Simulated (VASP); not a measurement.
# Ge (Fmmm) in VASP: notebook

The runs below take Ge through band structure, with PBEsol.

Everything below comes from runs of VASP 6.6.1. Logs are shortened: lines on timing, memory, paths and dates and some standing lists are left out, and cuts for length are marked.

## (1) The crystal as given

The structure is orthorhombic, space group Fmmm (No. 69). Conventional cell: a = 5.261 Å, b = 5.771 Å, c = 10.231 Å, α = 90.00°, β = 90.00°, γ = 90.00°. Around Ge (site symmetry m2m) lie 5 Ge at 2.61 to 2.73 Å. Ge (site symmetry mm2) is surrounded by 6 Ge at 2.71 to 2.96 Å.

This isn't the form of Ge at room conditions, which is diamond.

## (2) Band structure, PBEsol

Input file INCAR:

```
SYSTEM = Ge
PREC = Accurate
ENCUT = 520
EDIFF = 1E-6
ISMEAR = -1
SIGMA = 0.05
LREAL = .False.
LASPH = .True.
NELM = 100
ALGO = Fast
ISIF = 2
LWAVE = .False.
LCHARG = .False.
GGA = PS
```

Input file KPOINTS:

```
regular mesh
0
Gamma
  5 5 5
  0 0 0
```

Input file POSCAR:

```
Ge
1.0
    0.0000000000      2.8857400000      5.1156650000
    2.6304970000      0.0000000000      5.1156650000
    2.6304970000      2.8857400000      0.0000000000
Ge
4
Direct
    0.7264900000      0.2735100000      0.7264900000
    0.2735100000      0.7264900000      0.2735100000
    0.2181330000      0.2181330000      0.7818670000
    0.7818670000      0.7818670000      0.2181330000
```

Input file KPOINTS_OPT:

```
path GYCDXGZD1HC,C1Z,XH1,HY,LG
10
line-mode
reciprocal
 0.0000000000  0.0000000000  0.0000000000  G
 0.5000000000  0.0000000000  0.5000000000  Y

 0.5000000000  0.0000000000  0.5000000000  Y
 0.5000000000  0.1083705569  0.6083705569  C

 0.5000000000  0.1083705569  0.6083705569  C
 0.0286819066  0.5000000000  0.5286819066  D

 0.0286819066  0.5000000000  0.5286819066  D
 0.0000000000  0.5000000000  0.5000000000  X

 0.0000000000  0.5000000000  0.5000000000  X
 0.0000000000  0.0000000000  0.0000000000  G

 0.0000000000  0.0000000000  0.0000000000  G
 0.5000000000  0.5000000000  0.0000000000  Z

 0.5000000000  0.5000000000  0.0000000000  Z
 0.9713180934  0.5000000000  0.4713180934  D1

 0.9713180934  0.5000000000  0.4713180934  D1
 0.9098640972  0.4098640972  0.5000000000  H

 0.9098640972  0.4098640972  0.5000000000  H
 0.5000000000  0.1083705569  0.6083705569  C

 0.5000000000  0.8916294431  0.3916294431  C1
 0.5000000000  0.5000000000  0.0000000000  Z

 0.0000000000  0.5000000000  0.5000000000  X
 0.0901359028  0.5901359028  0.5000000000  H1

 0.9098640972  0.4098640972  0.5000000000  H
 0.5000000000  0.0000000000  0.5000000000  Y

 0.5000000000  0.5000000000  0.5000000000  L
 0.0000000000  0.0000000000  0.0000000000  G
```

Potentials or basis: VASP PAW PBE potentials, release 64 (Ge_d).

Command:

```bash
$ cat potpaw_PBE.64/Ge_d/POTCAR > POTCAR
$ mpirun -np 1 vasp_std > vasp.out
```

OUTCAR:

```text
SYSTEM = Ge
   PREC = Accurate
   ENCUT = 520
   EDIFF = 1E-6
   ISMEAR = -1
   LREAL = .False.
   LASPH = .True.
   NELM = 100
   ISIF = 2
   GGA = PS

 ion  position               nearest neighbor table
   1  0.726  0.274  0.726-   2 2.61   2 2.64   2 2.64   3 2.73   4 2.73
   2  0.274  0.726  0.274-   1 2.61   1 2.64   1 2.64   3 2.73   4 2.73
   3  0.218  0.218  0.782-   4 2.71   4 2.71   1 2.73   2 2.73
   4  0.782  0.782  0.218-   3 2.71   3 2.71   1 2.73   2 2.73

  LATTYP: Found a face centered orthorhombic cell.
 ALAT       =     5.2609940000
 B/A-ratio  =     1.0970322338
 C/A-ratio  =     1.9447522654

  Lattice vectors:

 A1 = (   0.0000000000,   2.8857400000,   5.1156650000)
 A2 = (   2.6304970000,   0.0000000000,   5.1156650000)
 A3 = (   2.6304970000,   2.8857400000,   0.0000000000)

Analysis of symmetry for initial positions (statically):
=====================================================================
 Subroutine PRICEL returns:
 Original cell was already a primitive cell.

 Routine SETGRP: Setting up the symmetry group for a
 face centered orthorhombic supercell.

 Subroutine GETGRP returns: Found  8 space group operations
 (whereof  8 operations were pure point group operations)
 out of a pool of  8 trial point group operations.

The static configuration has the point symmetry D_2h.

Analysis of symmetry for dynamics (positions and initial velocities):
=====================================================================
 Subroutine PRICEL returns:
 Original cell was already a primitive cell.

 Routine SETGRP: Setting up the symmetry group for a
 face centered orthorhombic supercell.

 Subroutine GETGRP returns: Found  8 space group operations
 (whereof  8 operations were pure point group operations)
 out of a pool of  8 trial point group operations.

The dynamic configuration has the point symmetry D_2h.

 Subroutine INISYM returns: Found  8 space group operations
 (whereof  8 operations are pure point group operations),
 and found     1 'primitive' translations

----------------------------------------------------------------------------------------

                                     Primitive cell

  volume of cell :      77.6653

  direct lattice vectors                    reciprocal lattice vectors
     0.000000000  2.885740000  5.115665000    -0.190078149  0.173265783  0.097739004
     2.630497000  0.000000000  5.115665000     0.190078149 -0.173265783  0.097739004
     2.630497000  2.885740000  0.000000000     0.190078149  0.173265783 -0.097739004

  length of vectors
     5.873459265  5.752351072  3.904741965     0.275142957  0.275142957  0.275142957

  position of ions in fractional coordinates (direct lattice)
     0.726490000  0.273510000  0.726490000
     0.273510000  0.726490000  0.273510000
     0.218133000  0.218133000  0.781867000
     0.781867000  0.781867000  0.218133000

  ion indices of the primitive-cell ions
   primitive index   ion index
                 1           1
                 2           2
                 3           3
                 4           4

----------------------------------------------------------------------------------------

 KPOINTS: regular mesh

Automatic generation of k-mesh.
 Grid dimensions read from file:
 generate k-points for:    5    5    5

 Generating k-lattice:

  Cartesian coordinates                     Fractional coordinates (reciprocal lattice)
    -0.038015630  0.034653157  0.019547801     0.200000000 -0.000000000 -0.000000000
     0.038015630 -0.034653157  0.019547801     0.000000000  0.200000000  0.000000000
     0.038015630  0.034653157 -0.019547801    -0.000000000  0.000000000  0.200000000

  Length of vectors
     0.055028591  0.055028591  0.055028591

  Shift w.r.t. Gamma in fractional coordinates (k-lattice)
     0.000000000  0.000000000  0.000000000

 Subroutine IBZKPT returns following result:
 ===========================================

 Found     27 irreducible k-points:

 Following reciprocal coordinates:
            Coordinates               Weight
  0.000000  0.000000  0.000000      1.000000
  0.200000 -0.000000  0.000000      8.000000
  0.400000  0.000000  0.000000      8.000000
  0.200000  0.200000  0.000000      2.000000
  0.400000  0.200000  0.000000      8.000000
 -0.400000  0.200000 -0.000000      8.000000
[... 16 lines left out ...]
 -0.400000  0.000000  0.400000      4.000000
 -0.400000  0.200000  0.400000      4.000000
 [... further k-points ...]
   k-points           NKPTS =     27   k-points in BZ     NKDIM =     27   number of bands    NBANDS=     33
   number of dos      NEDOS =    301   number of ions     NIONS =      4
   total plane-waves  NPLWV =  69120
   dimension x,y,z NGX =    48 NGY =   48 NGZ =   30
   dimension x,y,z NGXF=    96 NGYF=   96 NGZF=   60
   ions per type =               4
   NGX,Y,Z   is equivalent  to a cutoff of  13.59, 13.87, 12.77 a.u.
   NGXF,Y,Z  is equivalent  to a cutoff of  27.17, 27.74, 25.55 a.u.
 SYSTEM =  Ge
   PREC   = accura    normal or accurate (medium, high low for compatibility)
   ISTART =      0    job   : 0-new  1-cont  2-samecut
   ICHARG =      2    charge: 1-file 2-atom 10-const
   ISPIN  =      1    spin polarized calculation?
   LNONCOLLINEAR =      F non collinear calculations
   LSORBIT =      F    spin-orbit coupling
   LASPH  =      T    aspherical Exc in radial PAW
   ENCUT  =  520.0 eV  38.22 Ry    6.18 a.u.  10.92 10.70  7.26*2*pi/ulx,y,z
   NELM   =    100;   NELMIN=  2; NELMDL= -5     # of ELM steps
   EDIFF  = 0.1E-05   stopping-criterion for ELM
   LREAL  =      F    real-space projection
   EDIFFG = 0.1E-04   stopping-criterion for IOM
   NSW    =      0    number of steps for IOM
   IBRION =     -1    ionic relax: 0-MD 1-quasi-New 2-CG
   NFREE  =      0    steps in history (QN), initial steepest desc. (CG)
   ISIF   =      2    stress and relaxation
   ISYM   =      2    0-nonsym 1-usesym 2-fastsym
   POTIM  = 0.5000    time-step for ionic-motion
   TEBEG  =    0.0;   TEEND  =   0.0 temperature during run
   PSTRESS=    0.0 pullay stress
   NELECT =      56.0000    total number of electrons
   NUPDOWN=      -1.0000    fix difference up-down
   EMIN   =  10.00;   EMAX   =-10.00  energy-range for DOS
   EFERMI =   0.00;   METHOD = LEGACY
   ISMEAR =    -1;   SIGMA  =   0.05  broadening in eV -4-tet -1-fermi 0-gaus
   EFERMI_NEDOS =   21; number of points for ismear=-14 and -15
   IALGO  =     68    algorithm
   IMIX   =      4    mixing-type and parameters
     AMIX     =   0.40;   BMIX     =  1.00
     AMIX_MAG =   1.60;   BMIX_MAG =  1.00
  volume/ion in A,a.u.               =      19.42       131.03
  Fermi-wavevector in a.u.,A,eV,Ry     =   1.468008  2.774133 29.321208  2.155048
  Thomas-Fermi vector in A             =   2.583557
   LORBIT       =      0    0 simple, 1 ext, 2 COOP (PROOUT), +10 PAW based schemes
   GGA     = PS    functional components
   LHFCALC =     F    Hartree Fock is set to
   AEXX    =    0.0000 exact exchange contribution
   IVDW    =     0    specifies the selected vdW correction
   LEPSILON=     F    determine dielectric tensor
   LRPA    =     F    only Hartree local field effects (RPA)
 non-spin polarized calculation
 RMM-DIIS sequential band-by-band and
  energy-cutoff  :      520.00
  volume of cell :       77.67
 maximum number of plane-waves:      2109
 NGX is ok and might be reduce to    48
   NGX = 21   NGY = 21   NGZ = 15

 number of electron      55.9999999 magnetization

 Free energy of the ion-electron system (eV)
  ---------------------------------------------------
  ext. energy  EPLUGINS =         0.00000000
  ---------------------------------------------------
  free energy    TOTEN  =       -18.94209983 eV

  energy without entropy =      -18.91951662  energy(sigma->0) =      -18.93080822

 E-fermi :   6.0779     XC(G=0): -11.2310

 val. band max:        6.0530282539   @ k =  -0.4000   0.2000  -0.0000
 cond. band min:       6.1675407349   @ k =   0.2000  -0.0000   0.0000
 fundamental gap:      0.1145124810
 Fermi energy:         6.0779246610

 k-point     1 :       0.0000    0.0000    0.0000
  band No.  band energies     occupation
      1     -18.5050      2.00000
      2     -18.4810      2.00000
      3     -18.4368      2.00000
      4     -18.4273      2.00000
      5     -18.4248      2.00000
      6     -18.4224      2.00000
[... 25 lines left out ...]
     32      10.2260      0.00000
     33      12.4065      0.00000

 k-point     2 :       0.2000   -0.0000    0.0000
  band No.  band energies     occupation
      1     -18.4859      2.00000
      2     -18.4671      2.00000
      3     -18.4349      2.00000
      4     -18.4275      2.00000
      5     -18.4212      2.00000
      6     -18.4178      2.00000
[... 25 lines left out ...]
     32      10.9114      0.00000
     33      11.2494      0.00000

 k-point     3 :       0.4000    0.0000    0.0000
  band No.  band energies     occupation
      1     -18.4528      2.00000
      2     -18.4412      2.00000
      3     -18.4338      2.00000
      4     -18.4241      2.00000
      5     -18.4076      2.00000
      6     -18.3938      2.00000
[... 25 lines left out ...]
     32       8.5863      0.00000
     33       9.7777      0.00000

 k-point     4 :       0.2000    0.2000    0.0000
  band No.  band energies     occupation
      1     -18.5007      2.00000
      2     -18.4811      2.00000
      3     -18.4336      2.00000
      4     -18.4257      2.00000
      5     -18.4211      2.00000
      6     -18.4096      2.00000
[... 673 lines left out ...]
     32      10.8865      0.00000
     33      13.4132      0.00000

 k-point    23 :      -0.4000    0.0000    0.4000
  band No.  band energies     occupation
      1     -18.4501      2.00000
      2     -18.4437      2.00000
      3     -18.4216      2.00000
      4     -18.4201      2.00000
      5     -18.4131      2.00000
      6     -18.3929      2.00000
[... 25 lines left out ...]
     32      11.0760      0.00000
     33      13.2965      0.00000

 k-point    24 :      -0.4000    0.2000    0.4000
  band No.  band energies     occupation
      1     -18.4704      2.00000
      2     -18.4536      2.00000
      3     -18.4274      2.00000
      4     -18.4172      2.00000
      5     -18.4078      2.00000
      6     -18.4028      2.00000
[... 25 lines left out ...]
     32      11.2242      0.00000
     33      12.2773      0.00000

 [... further k-points ...]

------------------------ aborting loop because EDIFF is reached ----------------------------------------

  FORCE on cell =-STRESS in cart. coord.  units (eV):
  Direction    XX          YY          ZZ          XY          YZ          ZX
  --------------------------------------------------------------------------------------
  -------------------------------------------------------------------------------------
  Total       -1.6544989     -1.8380923     -1.8137146      0.0000000      0.0000000      0.0000000
  in kB      -34.1310752    -37.9184682    -37.4155764      0.0000000      0.0000000      0.0000000
  external PRESSURE =     -36.4883733 kB  Pullay stress =       0.0000000 kB

 VOLUME and BASIS-vectors are now :
 -----------------------------------------------------------------------------
  energy-cutoff  :      520.00
  volume of cell :       77.67
      direct lattice vectors                 reciprocal lattice vectors
     0.000000000  2.885740000  5.115665000    -0.190078149  0.173265783  0.097739004
     2.630497000  0.000000000  5.115665000     0.190078149 -0.173265783  0.097739004
     2.630497000  2.885740000  0.000000000     0.190078149  0.173265783 -0.097739004

 POSITION                                       TOTAL-FORCE (eV/Angst)
 -----------------------------------------------------------------------------------
      2.63050      4.19292      5.11566         0.000000     -0.039257     -0.000000
      2.63050      1.57856      5.11566         0.000000      0.039257     -0.000000
      2.63050      2.88574      2.23179         0.000000      0.000000     -0.088966
      2.63050      2.88574      7.99954         0.000000      0.000000      0.088966
 -----------------------------------------------------------------------------------
    total drift:                                0.000000      0.000000      0.000000

  FREE ENERGIE OF THE ION-ELECTRON SYSTEM (eV)
  ---------------------------------------------------
  free  energy   TOTEN  =       -18.9420998292 eV

  energy  without entropy=      -18.9195166204  energy(sigma->0) =      -18.93080822
```

It took 4.5 min on 1 thread of Intel Xeon 6975P-C (Granite Rapids), shared host; peak memory 0.26 GiB.

Results:

| Quantity | Value |
| --- | --- |
| Free energy | -18.9421 eV |
| Pressure | -3.6 GPa |
| Largest force | 0.089 eV/Å |
| Band gap along the path | none (metal or under the smearing width) |

Forces on the atoms (eV/Å):
```
Ge   0.000 -0.039  0.000
Ge   0.000  0.039  0.000
Ge   0.000  0.000 -0.089
Ge   0.000  0.000  0.089
```

Stress tensor (GPa, compression positive):
```
-3.41  0.00  0.00
 0.00 -3.79  0.00
 0.00  0.00 -3.74
```

Levels at the corners of the path, in eV from the Fermi level:
```
point  band 26  band 27  band 28  band 29  band 30  band 31  band 32  band 33
    Γ    -2.23    -1.87    -1.73    -1.52     3.00     3.76     4.15     6.33
    Y    -4.03    -3.07    -2.55    -1.13    -0.73     3.66     4.81     7.12
    Y    -4.03    -3.07    -2.55    -1.13    -0.73     3.66     4.81     7.12
    C    -2.65    -2.55    -2.31    -0.89    -0.40     2.95     3.75     7.70
    C    -2.65    -2.55    -2.31    -0.89    -0.40     2.95     3.75     7.90
    D    -5.04    -3.35    -1.93    -1.75     2.88     3.79     4.03     6.10
    D    -5.04    -3.35    -1.93    -1.75     2.88     3.79     4.03     6.15
    X    -5.14    -3.37    -1.95    -1.76     2.86     3.87     4.12     6.02
    X    -5.14    -3.37    -1.95    -1.76     2.86     3.87     4.12     6.15
    Γ    -2.23    -1.87    -1.73    -1.52     3.00     3.76     4.15     6.33
    Γ    -2.23    -1.87    -1.73    -1.52     3.00     3.76     4.15     6.33
    Z    -1.76    -0.12     0.61     1.12     1.27     2.10     2.82     5.04
    Z    -1.76    -0.12     0.61     1.12     1.27     2.10     2.82     5.04
   D1    -5.04    -3.35    -1.93    -1.75     2.88     3.79     4.03     6.16
   D1    -5.04    -3.35    -1.93    -1.75     2.88     3.79     4.03     6.08
    H    -5.00    -3.72    -1.93    -1.43     3.12     3.27     3.47     6.55
    H    -5.00    -3.72    -1.93    -1.43     3.12     3.27     3.47     6.53
    C    -2.65    -2.55    -2.31    -0.89    -0.40     2.95     3.75     7.70
   C1    -2.65    -2.55    -2.31    -0.89    -0.40     2.95     3.75     7.70
    Z    -1.76    -0.12     0.61     1.12     1.27     2.10     2.82     5.04
    X    -5.14    -3.37    -1.95    -1.76     2.86     3.87     4.12     6.03
   H1    -5.00    -3.72    -1.93    -1.43     3.12     3.27     3.47     6.50
    H    -5.00    -3.72    -1.93    -1.43     3.12     3.27     3.47     6.51
    Y    -4.03    -3.07    -2.55    -1.13    -0.73     3.66     4.81     7.12
    L    -1.52    -0.71     0.87     1.07     1.25     2.38     2.47     3.55
    Γ    -2.23    -1.87    -1.73    -1.52     3.00     3.76     4.15     6.33
```

Caveat: the PAW data sets were made with another functional, which shifts forces and pressure a little.

## (3) Band structure, PBEsol, spin-orbit coupling, no magnetisation

INCAR, as its differences from that of step 2:

```diff
@@ -13,2 +13,6 @@
 LCHARG = .False.
+MAGMOM = 0 0 0 0 0 0 0 0 0 0 0 0
+LORBIT = 11
+LSORBIT = .True.
+GGA_COMPAT = .False.
 GGA = PS
```

KPOINTS is that of step 2.

POSCAR is that of step 2.

KPOINTS_OPT is that of step 2.

Potentials or basis: VASP PAW PBE potentials, release 64 (Ge_d).

Command:

```bash
$ cat potpaw_PBE.64/Ge_d/POTCAR > POTCAR
$ mpirun -np 1 vasp_ncl > vasp.out
```

Wall time 31 min (1 thread of Intel Xeon 6975P-C (Granite Rapids), shared host); peak memory 0.55 GiB.

It converged, with:

- Free energy: -18.9789 eV
- Pressure: -3.6 GPa
- Largest force: 0.086 eV/Å
- Valence electrons inside the program's atomic spheres: Ge 12.26, 12.20

Forces on the atoms (eV/Å):
```
Ge   0.000 -0.034  0.000
Ge   0.000  0.034  0.000
Ge   0.000  0.000 -0.086
Ge   0.000  0.000  0.086
```

Stress tensor (GPa, compression positive):
```
-3.31  0.00  0.00
 0.00 -3.73  0.00
 0.00  0.00 -3.62
```

Caveat: the PAW data sets were made with another functional, which shifts forces and pressure a little.
